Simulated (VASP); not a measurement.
Lu:

```
Lu
1.0
    -1.95411    1.95411    1.95411
     1.95411   -1.95411    1.95411
     1.95411    1.95411   -1.95411
Lu
1
Direct
  0.00000 0.00000 0.00000
```

This isn't the form of Lu at room conditions, which is hcp.

| Property | Result |
| --- | --- |
| Program | VASP 6.6.1 |
| Task | single point |
| Functional | PBE |
| Potentials or basis | VASP PAW PBE potentials, release 64 (Lu) |
| Cutoff | 520 eV |
| k mesh | 10 × 10 × 10 |
| Occupations | fermi-dirac, width 0.05 eV |
| Spin | no spin polarisation |

On this cell: pressure -0.3 GPa; band gap on the k mesh none (metal or under the smearing width).

The same run follows on a disturbed copy (cell strained at random at fixed volume):

```
Lu
1.0
    -1.96151    1.98599    1.95506
     1.97238   -1.98057    1.96051
     1.91614    1.93521   -1.94964
Lu
1
Direct
  0.00287 0.01056 0.00296
```

**Question.** What does the disturbed cell give?

**Answer.** The energy (extrapolated to zero smearing) moves by +1.2 meV/atom; pressure -0.3 GPa; band gap on the k mesh none (metal or under the smearing width).

Stress tensor (GPa, compression positive):
```
-0.31  0.61 -0.13
 0.61 -0.25 -0.06
-0.13 -0.06 -0.24
```
